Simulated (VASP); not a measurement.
Output of a VASP run:

### OSZICAR
```
...
DAV:   1    -0.823135931517E+01    0.28088E-06   -0.25665E-04   690   0.821E-02    0.880E-03
DAV:   2    -0.823134824048E+01    0.11075E-04   -0.13686E-05   650   0.200E-02    0.575E-03
DAV:   3    -0.823134148226E+01    0.67582E-05   -0.25439E-06   436   0.106E-02    0.312E-03
DAV:   4    -0.823132609867E+01    0.15384E-04   -0.48576E-06   596   0.113E-02    0.124E-03
DAV:   5    -0.823131653066E+01    0.95680E-05   -0.18704E-06   478   0.800E-03
   6 F= -.82313165E+01 E0= -.82313165E+01  d E =-.801235E-02
       N       E                     dE             d eps       ncg     rms          rms(c)
DAV:   1    -0.823199792496E+01   -0.67183E-03   -0.26788E-02   688   0.745E-01    0.135E-01
DAV:   2    -0.823173698030E+01    0.26094E-03   -0.11659E-03   760   0.184E-01    0.428E-02
DAV:   3    -0.823170202090E+01    0.34959E-04   -0.10957E-04   890   0.550E-02    0.304E-02
DAV:   4    -0.823169301521E+01    0.90057E-05   -0.29772E-05   704   0.279E-02
   7 F= -.82316930E+01 E0= -.82316930E+01  d E =-.376485E-03
       N       E                     dE             d eps       ncg     rms          rms(c)
DAV:   1    -0.823384869065E+01   -0.21467E-02   -0.23677E-01   688   0.222E+00    0.400E-01
DAV:   2    -0.823277345963E+01    0.10752E-02   -0.99543E-03   764   0.543E-01    0.130E-01
DAV:   3    -0.823242286556E+01    0.35059E-03   -0.94738E-04   886   0.162E-01    0.906E-02
DAV:   4    -0.823221165784E+01    0.21121E-03   -0.22994E-04   864   0.739E-02    0.474E-02
DAV:   5    -0.823207762892E+01    0.13403E-03   -0.30734E-04   810   0.764E-02    0.309E-02
DAV:   6    -0.823207400779E+01    0.36211E-05   -0.28383E-05   636   0.285E-02
   8 F= -.82320740E+01 E0= -.82320740E+01  d E =-.757477E-03
       N       E                     dE             d eps       ncg     rms          rms(c)
DAV:   1    -0.823241954871E+01   -0.34192E-03   -0.28465E-02   688   0.853E-01    0.895E-02
DAV:   2    -0.823252473253E+01   -0.10518E-03   -0.14597E-03   730   0.188E-01    0.302E-02
DAV:   3    -0.823251813154E+01    0.66010E-05   -0.63424E-05   756   0.487E-02    0.297E-02
DAV:   4    -0.823252543749E+01   -0.73060E-05   -0.12561E-05   380   0.198E-02
   9 F= -.82325254E+01 E0= -.82325254E+01  d E =-.451430E-03
       N       E                     dE             d eps       ncg     rms          rms(c)
DAV:   1    -0.823259154563E+01   -0.73414E-04   -0.25432E-01   684   0.255E+00    0.263E-01
DAV:   2    -0.823350386839E+01   -0.91232E-03   -0.13130E-02   756   0.562E-01    0.903E-02
DAV:   3    -0.823335207059E+01    0.15180E-03   -0.62738E-04   772   0.151E-01    0.889E-02
DAV:   4    -0.823332085365E+01    0.31217E-04   -0.11738E-04   878   0.591E-02    0.434E-02
DAV:   5    -0.823329209647E+01    0.28757E-04   -0.13057E-04   800   0.550E-02    0.192E-02
DAV:   6    -0.823330237692E+01   -0.10280E-04   -0.12893E-05   406   0.197E-02    0.877E-03
DAV:   7    -0.823332513170E+01   -0.22755E-04   -0.43219E-06   380   0.117E-02    0.456E-03
DAV:   8    -0.823337939753E+01   -0.54266E-04   -0.69335E-06   554   0.108E-02    0.231E-03
DAV:   9    -0.823341569840E+01   -0.36301E-04   -0.26642E-06   468   0.669E-03    0.170E-03
DAV:  10    -0.823351098638E+01   -0.95288E-04   -0.13364E-05   648   0.100E-02    0.875E-04
DAV:  11    -0.823356490364E+01   -0.53917E-04   -0.67282E-06   670   0.737E-03    0.998E-04
DAV:  12    -0.823356658677E+01   -0.16831E-05   -0.83054E-07   368   0.363E-03
  10 F= -.82335666E+01 E0= -.82335666E+01  d E =-.149258E-02
```

OUTCAR:
```
------------------------ aborting loop because EDIFF is reached ----------------------------------------
  FORCE on cell =-STRESS in cart. coord.  units (eV):
  Direction    XX          YY          ZZ          XY          YZ          ZX
  --------------------------------------------------------------------------------------
  Total       -0.0863064     -0.0863064     -0.1914039      0.0000000     -0.0000000     -0.0000000
  in kB       -0.3586610     -0.3586610     -0.7954120      0.0000000     -0.0000000     -0.0000000
  external PRESSURE =      -0.5042447 kB  Pullay stress =       0.0000000 kB
  volume of cell :      385.54
      direct lattice vectors                 reciprocal lattice vectors
     4.310813654  0.000000000 -0.000000000     0.231974769  0.133930702  0.000000000
    -2.155406827  3.733273937  0.000000000    -0.000000000  0.267861404 -0.000000000
    -0.000000000  0.000000000 23.956319402     0.000000000 -0.000000000  0.041742639
 POSITION                                       TOTAL-FORCE (eV/Angst)
 -----------------------------------------------------------------------------------
     -0.00000      2.48885      9.95199        -0.000000      0.000000      0.011999
     -0.00000      0.00000     14.00433         0.000000     -0.000000     -0.011999
     -2.15541      3.73327      8.22939        -0.000000      0.000000      0.015270
      2.15541      1.24442     11.97816         0.000000      0.000000      0.000000
     -0.00000      2.48885     15.72693         0.000000     -0.000000     -0.015270
 -----------------------------------------------------------------------------------
    total drift:                                0.000373     -0.000209      0.000286
  FREE ENERGIE OF THE ION-ELECTRON SYSTEM (eV)
  ---------------------------------------------------
  free  energy   TOTEN  =        -8.2335665868 eV

  energy  without entropy=       -8.2335665868  energy(sigma->0) =       -8.23356659

 reached required accuracy - stopping structural energy minimisation
```
(Selected blocks of OUTCAR.)

**POSCAR**
```
Sb2Te3 monolayer
1
    4.3520229557    -0.0000000000     0.0000000000
   -2.1760114779     3.7689622031     0.0000000000
    0.0000000000     0.0000000000    23.5047828468
Sb Te
2 3
Direct
  0.3333330000   0.6666670000   0.4142670000
  0.0000000000   0.0000000000   0.5857330000
  0.0000000000   0.0000000000   0.3428960000
  0.6666670000   0.3333330000   0.5000000000
  0.3333330000   0.6666670000   0.6571040000
```

### Question
Write an INCAR and KPOINTS that could have produced this output.

### Answer
Several could match; the one computed here: the input of the run itself, optB88-vdW, plane waves, VASP's PBE PAW potentials (set 64).

### INCAR
```
SYSTEM = Sb2Te3 monolayer
PREC = Normal; ENCUT = 400; LREAL = F
LASPH = T
EDIFF = 1E-5; NELM = 100; NELMIN = 4
ALGO = Normal; LMAXMIX = 4
ISMEAR = 0; SIGMA = 0.05
GGA = BO; LUSE_VDW = T; AGGAC = 0.0
PARAM1 = 0.1833333333; PARAM2 = 0.22
IBRION = 2; NSW = 50; ISIF = 4
EDIFFG = -0.03
LWAVE = T; LCHARG = F
```

**KPOINTS**
```
Automatic mesh
0
Gamma
12 12 1
0 0 0
```

POTCAR, in this order: Sb Te (PBE.64 set). Program: vasp_std.

The cell is a sheet with vacuum, built from Sb2Te3 (tetradymite).
